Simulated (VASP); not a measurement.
# GaSb (Immm) in VASP: further runs

The runs below take GaSb through single point, with PBE.

Program: VASP 6.6.1. These are calculated values, not measurements. Logs are shortened: lines on timing, memory, paths and dates and some standing lists are left out, and cuts for length are marked.

## (1) The crystal as given

Symmetry: Immm, No. 71, orthorhombic system. Conventional cell: a = 3.112 Å, b = 5.350 Å, c = 5.787 Å, α = 90.00°, β = 90.00°, γ = 90.00°. Sb (site symmetry mmm) has 6 Ga at 2.89 to 3.09 Å and 2 Sb at 3.11 Å as nearest neighbours. Ga (site symmetry mmm) has 6 Sb at 2.89 to 3.09 Å and 2 Ga at 3.11 Å as nearest neighbours.

Measurements of this composition are mostly on another form, of space group No. 216.

## (2) Single point, PBE, spin-orbit coupling, no magnetisation

INCAR reads:

```
SYSTEM = GaSb
ALGO = Normal ; EDIFF = 1E-7
ENCUT = 350 ; GGA = PE
GGA_COMPAT = .False. ; ISIF = 2
ISMEAR = 0 ; LASPH = .True.
LCHARG = .False. ; LNONCOLLINEAR = .True.
LORBIT = 11 ; LREAL = .False.
LSORBIT = .True. ; LWAVE = .False.
MAGMOM = 0 0 0 0 0 0 ; NBANDS = 34
NELM = 100 ; PREC = Accurate
SIGMA = 0.02
```

KPOINTS reads:

```
k-points
0
Gamma
  10 10 10
  0 0 0
```

POSCAR reads:

```
GaSb
1.0
   -1.5559010000      2.6750030000      2.8933130000
    1.5559010000     -2.6750030000      2.8933130000
    1.5559010000      2.6750030000     -2.8933130000
Sb Ga
1 1
Direct
    0.5000000000      0.5000000000      0.0000000000
    0.0000000000      0.0000000000      0.0000000000
```

Potentials or basis: VASP PAW PBE potentials, release 64 (Sb, Ga_d).

Command:

```
$ cat potpaw_PBE.64/Sb/POTCAR potpaw_PBE.64/Ga_d/POTCAR > POTCAR
$ mpirun -np 1 vasp_ncl > vasp.out
```

OUTCAR:

```text
SYSTEM = GaSb
   EDIFF = 1E-7
   ENCUT = 350
   GGA = PE
   ISIF = 2
   ISMEAR = 0
   LASPH = .True.
   LNONCOLLINEAR = .True.
   LORBIT = 11
   LREAL = .False.
   LSORBIT = .True.
   NELM = 100
   PREC = Accurate

 Found    171 irreducible k-points:

 Following reciprocal coordinates:
            Coordinates               Weight
  0.000000  0.000000  0.000000      1.000000
  0.100000  0.000000 -0.000000      4.000000
  0.200000  0.000000 -0.000000      4.000000
  0.300000  0.000000 -0.000000      4.000000
  0.400000  0.000000 -0.000000      4.000000
  0.500000  0.000000 -0.000000      2.000000
   k-points           NKPTS =    171   k-points in BZ     NKDIM =    171   number of bands    NBANDS=     34
   number of dos      NEDOS =    301   number of ions     NIONS =      2
   total plane-waves  NPLWV =  21952
   dimension x,y,z NGX =    28 NGY =   28 NGZ =   28
   dimension x,y,z NGXF=    56 NGYF=   56 NGZF=   56
   ions per type =               1   1
   NGX,Y,Z   is equivalent  to a cutoff of  10.99, 10.99, 10.99 a.u.
   NGXF,Y,Z  is equivalent  to a cutoff of  21.98, 21.98, 21.98 a.u.
 SYSTEM =  GaSb
   PREC   = accura    normal or accurate (medium, high low for compatibility)
   ISTART =      0    job   : 0-new  1-cont  2-samecut
   ICHARG =      2    charge: 1-file 2-atom 10-const
   ISPIN  =      1    spin polarized calculation?
   LNONCOLLINEAR =      T non collinear calculations
   LSORBIT =      T    spin-orbit coupling
   LASPH  =      T    aspherical Exc in radial PAW
   ENCUT  =  350.0 eV  25.72 Ry    5.07 a.u.   6.46  6.46  6.46*2*pi/ulx,y,z
   NELM   =    100;   NELMIN=  2; NELMDL= -5     # of ELM steps
   EDIFF  = 0.1E-06   stopping-criterion for ELM
   LREAL  =      F    real-space projection
   EDIFFG = 0.1E-05   stopping-criterion for IOM
   NSW    =      0    number of steps for IOM
   IBRION =     -1    ionic relax: 0-MD 1-quasi-New 2-CG
   NFREE  =      0    steps in history (QN), initial steepest desc. (CG)
   ISIF   =      2    stress and relaxation
   ISYM   =      2    0-nonsym 1-usesym 2-fastsym
   POTIM  = 0.5000    time-step for ionic-motion
   TEBEG  =    0.0;   TEEND  =   0.0 temperature during run
   PSTRESS=    0.0 pullay stress
   NELECT =      18.0000    total number of electrons
   NUPDOWN=      -1.0000    fix difference up-down
   EMIN   =  10.00;   EMAX   =-10.00  energy-range for DOS
   EFERMI =   0.00;   METHOD = LEGACY
   ISMEAR =     0;   SIGMA  =   0.02  broadening in eV -4-tet -1-fermi 0-gaus
   EFERMI_NEDOS =   21; number of points for ismear=-14 and -15
   IALGO  =     38    algorithm
   IMIX   =      4    mixing-type and parameters
     AMIX     =   0.40;   BMIX     =  1.00
     AMIX_MAG =   1.60;   BMIX_MAG =  1.00
  volume/ion in A,a.u.               =      24.08       162.53
  Fermi-wavevector in a.u.,A,eV,Ry     =   1.179176  2.228319 18.918287  1.390455
  Thomas-Fermi vector in A             =   2.315491
   LORBIT       =     11    0 simple, 1 ext, 2 COOP (PROOUT), +10 PAW based schemes
[... 249 lines left out ...]
  energy-cutoff  :      350.00
  volume of cell :       48.17
      direct lattice vectors                 reciprocal lattice vectors
    -1.555901000  2.675003000  2.893313000     0.000000000  0.186915678  0.172812274
     1.555901000 -2.675003000  2.893313000     0.321357207  0.000000000  0.172812274
     1.555901000  2.675003000 -2.893313000     0.321357207  0.186915678  0.000000000

 POSITION                                       TOTAL-FORCE (eV/Angst)
 -----------------------------------------------------------------------------------
      0.00000      0.00000      2.89331         0.000000      0.000000      0.000000
      0.00000      0.00000      0.00000        -0.000000     -0.000000     -0.000000
 -----------------------------------------------------------------------------------
    total drift:                                0.000000     -0.000000     -0.000000

  FREE ENERGIE OF THE ION-ELECTRON SYSTEM (eV)
  ---------------------------------------------------
  free  energy   TOTEN  =        -7.0494736958 eV

  energy  without entropy=       -7.0493028527  energy(sigma->0) =       -7.04938827

 Spin-Orbit-Coupling matrix elements

 Ion:    1  E_soc:     -0.1392363
 l=   1
     0.0000000    -0.0245336    -0.0221615
    -0.0245336     0.0000000    -0.0225106
    -0.0221615    -0.0225106     0.0000000
 l=   2
     0.0000000    -0.0000193     0.0000000    -0.0000151    -0.0001452
    -0.0000193     0.0000000    -0.0000787    -0.0000152    -0.0000241
     0.0000000    -0.0000787     0.0000000    -0.0000878     0.0000000
    -0.0000151    -0.0000152    -0.0000878     0.0000000    -0.0000270
    -0.0001452    -0.0000241     0.0000000    -0.0000270     0.0000000
 l=   3
     0.0000000     0.0000000     0.0000000     0.0000000     0.0000000     0.0000000     0.0000000
     0.0000000     0.0000000     0.0000000     0.0000000     0.0000000     0.0000000     0.0000000
     0.0000000     0.0000000     0.0000000     0.0000000     0.0000000     0.0000000     0.0000000
     0.0000000     0.0000000     0.0000000     0.0000000     0.0000000     0.0000000     0.0000000
     0.0000000     0.0000000     0.0000000     0.0000000     0.0000000     0.0000000     0.0000000
     0.0000000     0.0000000     0.0000000     0.0000000     0.0000000     0.0000000     0.0000000
     0.0000000     0.0000000     0.0000000     0.0000000     0.0000000     0.0000000     0.0000000

 Ion:    2  E_soc:     -0.0111124
 l=   1
     0.0000000    -0.0011266    -0.0009896
    -0.0011266     0.0000000    -0.0010469
    -0.0009896    -0.0010469     0.0000000
 l=   2
     0.0000000    -0.0001591     0.0000000    -0.0001605    -0.0006581
    -0.0001591     0.0000000    -0.0004527    -0.0001688    -0.0001612
     0.0000000    -0.0004527     0.0000000    -0.0004663     0.0000000
    -0.0001605    -0.0001688    -0.0004663     0.0000000    -0.0001666
    -0.0006581    -0.0001612     0.0000000    -0.0001666     0.0000000
 l=   3
     0.0000000     0.0000000     0.0000000     0.0000000     0.0000000     0.0000000     0.0000000
     0.0000000     0.0000000     0.0000000     0.0000000     0.0000000     0.0000000     0.0000000
     0.0000000     0.0000000     0.0000000     0.0000000     0.0000000     0.0000000     0.0000000
     0.0000000     0.0000000     0.0000000     0.0000000     0.0000000     0.0000000     0.0000000
     0.0000000     0.0000000     0.0000000     0.0000000     0.0000000     0.0000000     0.0000000
     0.0000000     0.0000000     0.0000000     0.0000000     0.0000000     0.0000000     0.0000000
     0.0000000     0.0000000     0.0000000     0.0000000     0.0000000     0.0000000     0.0000000

 total charge

# of ion       s       p       d       tot
------------------------------------------
    1        1.198   1.158   0.036   2.391
    2        1.019   0.517   9.952  11.488
--------------------------------------------------
tot          2.217   1.675   9.987  13.879

 magnetization (x)

# of ion       s       p       d       tot
------------------------------------------
    1        0.000   0.000   0.000   0.000
    2        0.000   0.000   0.000   0.000
--------------------------------------------------
tot          0.000   0.000   0.000   0.000

 magnetization (y)

# of ion       s       p       d       tot
------------------------------------------
    1        0.000   0.000  -0.000  -0.000
    2        0.000   0.000   0.000   0.000
--------------------------------------------------
tot          0.000   0.000   0.000   0.000

 magnetization (z)

# of ion       s       p       d       tot
------------------------------------------
    1        0.000   0.000  -0.000  -0.000
    2        0.000   0.000   0.000   0.000
--------------------------------------------------
tot          0.000   0.000   0.000   0.000
```

OSZICAR:

```text
N       E                     dE             d eps       ncg     rms          rms(c)
DAV:   1     0.105038842799E+03    0.10504E+03   -0.62121E+03 12884   0.112E+03
DAV:   2     0.638256650566E+01   -0.98656E+02   -0.93454E+02 12164   0.314E+02
DAV:   3    -0.667917470203E+01   -0.13062E+02   -0.12865E+02 14468   0.879E+01
DAV:   4    -0.705711938077E+01   -0.37794E+00   -0.37714E+00 13284   0.164E+01
DAV:   5    -0.706606362015E+01   -0.89442E-02   -0.89426E-02 16106   0.245E+00    0.271E+00
DAV:   6    -0.705129890065E+01    0.14765E-01   -0.32903E-02 15248   0.277E+00    0.153E+00
DAV:   7    -0.704951433546E+01    0.17846E-02   -0.68756E-03 16664   0.809E-01    0.916E-01
DAV:   8    -0.704944069482E+01    0.73641E-04   -0.11297E-03 14662   0.272E-01    0.118E-01
DAV:   9    -0.704946992054E+01   -0.29226E-04   -0.31670E-04 15292   0.233E-01    0.316E-02
DAV:  10    -0.704947284257E+01   -0.29220E-05   -0.34986E-05 12714   0.504E-02    0.696E-03
DAV:  11    -0.704947432384E+01   -0.14813E-05   -0.23850E-06 14514   0.121E-02    0.430E-03
DAV:  12    -0.704947411106E+01    0.21278E-06   -0.11004E-07 11484   0.276E-03    0.227E-03
DAV:  13    -0.704947370917E+01    0.40189E-06   -0.45198E-08  8768   0.186E-03    0.269E-04
DAV:  14    -0.704947369577E+01    0.13404E-07   -0.71084E-09  6730   0.809E-04
   1 F= -.70494737E+01 E0= -.70493883E+01  d E =-.170843E-03  mag=    -0.0000    -0.0000     0.0000
```

stdout:

```text
POSCAR found type information on POSCAR SbGa
 POSCAR found :  2 types and       2 ions
 scaLAPACK will be used
 LDA part: xc-table for (Slater+PW92), standard interpolation
 POSCAR, INCAR and KPOINTS ok, starting setup
 FFT: planning ... GRIDC
 FFT: planning ... GRID_SOFT
 FFT: planning ... GRID
 WAVECAR not read
 entering main loop
```

It took 6.4 min on 1 thread of Intel Xeon Platinum 8259CL at 2.50GHz (Skylake/Cascade Lake), shared host; peak memory 0.39 GiB.

These settings aren't checked as converged: the numbers below hold their error.

Results:

```
Free energy                                           : -7.0495 eV
Pressure                                              : -0.1 GPa
Valence electrons inside the program's atomic spheres : Sb 2.39; Ga 11.49
```

Caveat: the cutoff is under 1.25 times the usual one of these potentials, so pressure, stress and relaxed cells hold a basis-set (Pulay) error.

## (3) Single point, PBE, spin-orbit coupling, no magnetisation

Changes to INCAR since step 2:

```diff
@@ -2,3 +2,3 @@
 ALGO = Normal ; EDIFF = 1E-7
-ENCUT = 350 ; GGA = PE
+ENCUT = 250 ; GGA = PE
 GGA_COMPAT = .False. ; ISIF = 2
```

KPOINTS reads:

```
k-points
0
Gamma
  5 5 5
  0 0 0
```

POSCAR is that of step 2.

Potentials or basis: VASP PAW PBE potentials, release 64 (Sb, Ga_d).

Command:

```
$ cat potpaw_PBE.64/Sb/POTCAR potpaw_PBE.64/Ga_d/POTCAR > POTCAR
$ mpirun -np 1 vasp_ncl > vasp.out
```

Run time: 45 s. Hardware: 1 thread of Intel Xeon Platinum 8259CL at 2.50GHz (Skylake/Cascade Lake), shared host; peak memory 0.2 GiB.

The run converged, but a check on its numbers failed (symmetry, net force, bounds or a known fault of this set-up), so they aren't taken as properties of the crystal.

Caveat: the k mesh is coarse (spacing up to 0.47 Å⁻¹), so the values aren't converged; the cutoff lies under the usual one of these potentials, so the numbers hold a large basis-set error.

## (4) Single point, PBE, spin-orbit coupling, no magnetisation

Changes to INCAR since step 3:

```diff
@@ -2,3 +2,3 @@
 ALGO = Normal ; EDIFF = 1E-7
-ENCUT = 250 ; GGA = PE
+ENCUT = 350 ; GGA = PE
 GGA_COMPAT = .False. ; ISIF = 2
```

KPOINTS reads:

```
k-points
0
Gamma
  4 4 4
  0 0 0
```

POSCAR is that of step 3.

Potentials or basis: VASP PAW PBE potentials, release 64 (Sb, Ga_d).

Command:

```
$ cat potpaw_PBE.64/Sb/POTCAR potpaw_PBE.64/Ga_d/POTCAR > POTCAR
$ mpirun -np 1 vasp_ncl > vasp.out
```

OUTCAR:

```text
SYSTEM = GaSb
   EDIFF = 1E-7
   ENCUT = 350
   GGA = PE
   ISIF = 2
   ISMEAR = 0
   LASPH = .True.
   LNONCOLLINEAR = .True.
   LORBIT = 11
   LREAL = .False.
   LSORBIT = .True.
   NELM = 100
   PREC = Accurate

 Found     18 irreducible k-points:

 Following reciprocal coordinates:
            Coordinates               Weight
  0.000000  0.000000  0.000000      1.000000
  0.250000  0.000000 -0.000000      4.000000
  0.500000  0.000000 -0.000000      2.000000
  0.000000  0.250000  0.000000      4.000000
  0.250000  0.250000 -0.000000      8.000000
  0.500000  0.250000 -0.000000      8.000000
   k-points           NKPTS =     18   k-points in BZ     NKDIM =     18   number of bands    NBANDS=     34
   number of dos      NEDOS =    301   number of ions     NIONS =      2
   total plane-waves  NPLWV =  21952
[... 342 lines left out ...]
     0.0000000     0.0000000     0.0000000     0.0000000     0.0000000     0.0000000     0.0000000
     0.0000000     0.0000000     0.0000000     0.0000000     0.0000000     0.0000000     0.0000000
     0.0000000     0.0000000     0.0000000     0.0000000     0.0000000     0.0000000     0.0000000
     0.0000000     0.0000000     0.0000000     0.0000000     0.0000000     0.0000000     0.0000000
     0.0000000     0.0000000     0.0000000     0.0000000     0.0000000     0.0000000     0.0000000
     0.0000000     0.0000000     0.0000000     0.0000000     0.0000000     0.0000000     0.0000000

 total charge

# of ion       s       p       d       tot
------------------------------------------
    1        1.193   1.162   0.038   2.393
    2        0.991   0.517   9.955  11.462
--------------------------------------------------
tot          2.184   1.678   9.993  13.856

 magnetization (x)

# of ion       s       p       d       tot
------------------------------------------
    1        0.000   0.000   0.000   0.000
    2        0.000   0.000   0.000   0.000
--------------------------------------------------
tot          0.000   0.000   0.000   0.000

 magnetization (y)

# of ion       s       p       d       tot
------------------------------------------
    1        0.000   0.000  -0.000  -0.000
    2        0.000   0.000   0.000   0.000
--------------------------------------------------
tot          0.000   0.000  -0.000   0.000

 magnetization (z)

# of ion       s       p       d       tot
------------------------------------------
    1       -0.000   0.000  -0.000  -0.000
    2        0.000   0.000   0.000   0.000
--------------------------------------------------
tot         -0.000   0.000  -0.000  -0.000
```

Wall time 45 s (1 thread of Intel Xeon Platinum 8259CL at 2.50GHz (Skylake/Cascade Lake), shared host); peak memory 0.24 GiB.

These settings aren't checked as converged: the numbers below hold their error.

Results:

| Quantity | Value |
| --- | --- |
| Free energy | -6.9418 eV |
| Pressure | -1.0 GPa |
| Valence electrons inside the program's atomic spheres | Sb 2.39; Ga 11.46 |

Caveat: the k mesh is coarse (spacing up to 0.58 Å⁻¹), so the values aren't converged; the cutoff is under 1.25 times the usual one of these potentials, so pressure, stress and relaxed cells hold a basis-set (Pulay) error.

## (5) Single point, PBE, spin-orbit coupling, no magnetisation

Changes to INCAR since step 4:

```diff
@@ -2,3 +2,3 @@
 ALGO = Normal ; EDIFF = 1E-7
-ENCUT = 350 ; GGA = PE
+ENCUT = 300 ; GGA = PE
 GGA_COMPAT = .False. ; ISIF = 2
```

KPOINTS reads:

```
k-points
0
Gamma
  5 5 5
  0 0 0
```

POSCAR is that of step 4.

Command:

```
$ cat potpaw_PBE.64/Sb/POTCAR potpaw_PBE.64/Ga_d/POTCAR > POTCAR
$ mpirun -np 1 vasp_ncl > vasp.out
```

Wall time 42 s (1 thread of Intel Xeon Platinum 8259CL at 2.50GHz (Skylake/Cascade Lake), shared host); peak memory 0.2 GiB.

The run converged, but some of its settings lie outside the range that counts as converged, so its numbers aren't taken as properties of the crystal.

What came out:

```yaml
Free_energy: -6.9489 eV
Valence_electrons_inside_the_program's_atomic_spheres: Sb 2.38; Ga 11.49
```

Caveat: the k mesh is coarse (spacing up to 0.47 Å⁻¹), so the values aren't converged; the cutoff is under 1.25 times the usual one of these potentials, so pressure, stress and relaxed cells hold a basis-set (Pulay) error.

(Part 1 of 2 ends here.)
